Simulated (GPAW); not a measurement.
# Ta (Im-3m) in GPAW: notebook, part 2 of 2

GPAW 26.7.0.

## 4. Equation of state, SOGGA

run.py reads:

```python
from ase.eos import EquationOfState
from ase.io import Trajectory, read
from ase.units import GPa
from gpaw import GPAW, PW, setup_paths

setup_paths.insert(0, '.')

atoms = read('POSCAR')

traj = Trajectory('eos.traj', 'w')
volumes, energies = [], []
for x in [0.94, 0.96, 0.98, 1.0, 1.02, 1.04, 1.06]:
    a = atoms.copy()
    a.set_cell(atoms.cell * x**(1 / 3), scale_atoms=True)
    calc = GPAW(mode=PW(600),
                xc='GGA_X_SOGGA+GGA_C_PBE_SOL',
                kpts={'size': (11, 11, 11), 'gamma': True},
                occupations={'name': 'fermi-dirac', 'width': 0.05},
                nbands=15,
                convergence={'density': 1e-05, 'energy': 1e-05},
                maxiter=150,
                txt=f'eos-{x:.2f}.txt')
    a.calc = calc
    energies.append(a.get_potential_energy(force_consistent=True))
    volumes.append(a.get_volume())
    p = -a.get_stress()[:3].mean() / GPa
    calc.write(f'eos-{x:.2f}.gpw')
    traj.write(a)
    print(f'{x:.2f} {volumes[-1]:10.4f} A^3 {energies[-1]:14.6f} eV {p:9.3f} GPa', flush=True)

v0, e0, B = EquationOfState(volumes, energies, eos='birchmurnaghan').fit()
print(f'V0 = {v0:.4f} A^3, E0 = {e0:.6f} eV, B0 = {B / GPa:.2f} GPa')
```

POSCAR reads:

```
Ta
1.0
   -1.6512800000      1.6512800000      1.6512800000
    1.6512800000     -1.6512800000      1.6512800000
    1.6512800000      1.6512800000     -1.6512800000
Ta
1
Direct
    0.0000000000      0.0000000000      0.0000000000
```

The run is started by

```bash
$ gpaw-setup -f GGA_X_SOGGA+GGA_C_PBE_SOL Ta
$ OMP_NUM_THREADS=1 python run.py
```

It took 79 s on 1 thread of Arm Neoverse V1, shared host; peak memory 0.2 GiB.

The run converged. Its results:

| Quantity | Value |
| --- | --- |
| Equilibrium volume | 17.64 Å³/atom |
| Bulk modulus | 213 GPa |
| Pressure derivative of the bulk modulus | 4.4 |

Energy against volume, from the lowest point:
```
volume (Å³/atom)  energy (meV/atom)
          16.930              20.21
          17.290               4.66
          17.650               0.00
          18.010               5.07
          18.371              18.83
          18.731              40.39
          19.091              68.98
```

## 5. Equation of state, r2SCAN+U

run.py: that of step 4 with these lines changed.

```diff
@@ -1,9 +1,13 @@
+from ase import Atoms
 from ase.eos import EquationOfState
-from ase.io import Trajectory, read
+from ase.io import Trajectory
 from ase.units import GPa
-from gpaw import GPAW, PW, setup_paths
+from gpaw import GPAW, PW
 
-setup_paths.insert(0, '.')
-
-atoms = read('POSCAR')
+atoms = Atoms(['Ta'],
+              cell=[[-1.65128, 1.65128, 1.65128],
+                    [1.65128, -1.65128, 1.65128],
+                    [1.65128, 1.65128, -1.65128]],
+              scaled_positions=[[0.0, 0.0, 0.0]],
+              pbc=True)
 
@@ -15,5 +19,6 @@
     calc = GPAW(mode=PW(600),
-                xc='GGA_X_SOGGA+GGA_C_PBE_SOL',
+                xc='MGGA_X_R2SCAN+MGGA_C_R2SCAN',
                 kpts={'size': (11, 11, 11), 'gamma': True},
                 occupations={'name': 'fermi-dirac', 'width': 0.05},
+                setups={'Ta': ':d,5.3'},
                 nbands=15,
```

Potentials or basis: GPAW PAW data sets (gpaw-data 1.2.1), pw.

The run is started by

```bash
$ OMP_NUM_THREADS=1 python run.py
```

Wall time 4.8 min (1 thread of Arm Neoverse V1, shared host); peak memory 0.85 GiB.

Results (log left out):

- Equilibrium volume: 20.29 Å³/atom (rough: see the caveat)
- Bulk modulus: 131 GPa (rough)

Energy against volume, from the lowest point:
| volume (Å³/atom) | energy (meV/atom) |
| --- | --- |
| 16.930 | 287.11 |
| 17.290 | 212.49 |
| 17.650 | 149.63 |
| 18.010 | 98.35 |
| 18.371 | 56.98 |
| 18.731 | 24.33 |
| 19.091 | 0.00 |

Caveat: the minimum lies outside the volumes run; the PAW data sets were made with another functional, which shifts forces and pressure a little; the U is typed as a test and isn't derived for this compound.

## 6. Equation of state, PBEsol+D4

run.py reads:

```python
from ase.calculators.mixing import SumCalculator
from ase.eos import EquationOfState
from ase.io import Trajectory, read
from ase.units import GPa
from dftd4.ase import DFTD4
from gpaw import GPAW, PW, setup_paths

setup_paths.insert(0, '.')

atoms = read('POSCAR')

traj = Trajectory('eos.traj', 'w')
volumes, energies = [], []
for x in [0.94, 0.96, 0.98, 1.0, 1.02, 1.04, 1.06]:
    a = atoms.copy()
    a.set_cell(atoms.cell * x**(1 / 3), scale_atoms=True)
    calc = GPAW(mode=PW(600),
                xc='PBEsol',
                kpts={'size': (11, 11, 11), 'gamma': True},
                occupations={'name': 'fermi-dirac', 'width': 0.05},
                nbands=15,
                convergence={'density': 1e-05, 'energy': 1e-05},
                maxiter=150,
                txt=f'eos-{x:.2f}.txt')
    a.calc = SumCalculator([calc, DFTD4(method='pbesol')])
    energies.append(a.get_potential_energy())
    volumes.append(a.get_volume())
    p = -a.get_stress()[:3].mean() / GPa
    calc.write(f'eos-{x:.2f}.gpw')
    traj.write(a)
    print(f'{x:.2f} {volumes[-1]:10.4f} A^3 {energies[-1]:14.6f} eV {p:9.3f} GPa', flush=True)

v0, e0, B = EquationOfState(volumes, energies, eos='birchmurnaghan').fit()
print(f'V0 = {v0:.4f} A^3, E0 = {e0:.6f} eV, B0 = {B / GPa:.2f} GPa')
```

POSCAR is that of step 4.

Potentials or basis: PAW data sets generated in the run's folder for this functional, pw.

The run is started by

```bash
$ gpaw-setup -f PBEsol Ta
$ OMP_NUM_THREADS=1 python run.py
```

Wall time 82 s (1 thread of Arm Neoverse V1, shared host); peak memory 0.2 GiB.

The run converged. Its results:

| Quantity | Value |
| --- | --- |
| Equilibrium volume | 17.52 Å³/atom |
| Bulk modulus | 216 GPa |
| Pressure derivative of the bulk modulus | 4.4 |

Energy against volume, from the lowest point:
```csv
volume (Å³/atom),energy (meV/atom)
16.930,13.73
17.290,1.47
17.650,0.00
18.010,8.14
18.371,24.82
18.731,49.21
19.091,80.52
```

Spin-orbit coupling is left out, which matters for the levels of Ta.

## 7. The runs side by side

| level | potentials or basis | U | V0 of scaled cells (Å³/atom) | B0 (GPa) |
| --- | --- | --- | --- | --- |
| PBE+U | GPAW PAW data sets (gpaw-data 1.2.1), pw | Ta d U = 4.5 eV | - | - |
| WC | PAW data sets generated in the run's folder for this functional, pw | - | 17.73 | 211 |
| SOGGA | PAW data sets generated in the run's folder for this functional, pw | - | 17.64 | 213 |
| r2SCAN+U | GPAW PAW data sets (gpaw-data 1.2.1), pw | Ta d U = 5.3 eV | - | - |
| PBEsol+D4 | PAW data sets generated in the run's folder for this functional, pw | - | 17.52 | 216 |

Alike in all rows: task equation of state; no spin polarisation; cell as given; k mesh 11 × 11 × 11; cutoff (eV) 600; smearing fermi-dirac 0.05 eV.

Caveats: the minimum lies outside the volumes run (some runs); the U is typed as a test and isn't derived for this compound (some runs); the PAW data sets were made with another functional, which shifts forces and pressure a little (some runs).

Absolute energies hang on the potentials; compare differences alone.

## 8. Comparison with measurements

Step 3. A measured bulk modulus of Ta is 194 GPa (quoted in “Refinement of the equation of state of tantalum”, 2004, arxiv:cond-mat/0403080); the calculated 211 GPa misses it by +8.9 %. The fit is for a static lattice scaled at fixed shape and fixed fractional positions.

Step 4. Against the measured bulk modulus of Ta, 194 GPa (quoted in “Refinement of the equation of state of tantalum”, 2004, arxiv:cond-mat/0403080), the calculated 213 GPa is off by +9.6 %. The fit is for a static lattice scaled at fixed shape and fixed fractional positions.

Step 6. A measured bulk modulus of Ta is 194 GPa (quoted in “Refinement of the equation of state of tantalum”, 2004, arxiv:cond-mat/0403080); the calculated 216 GPa misses it by +11.3 %. The fit is for a static lattice scaled at fixed shape and fixed fractional positions.
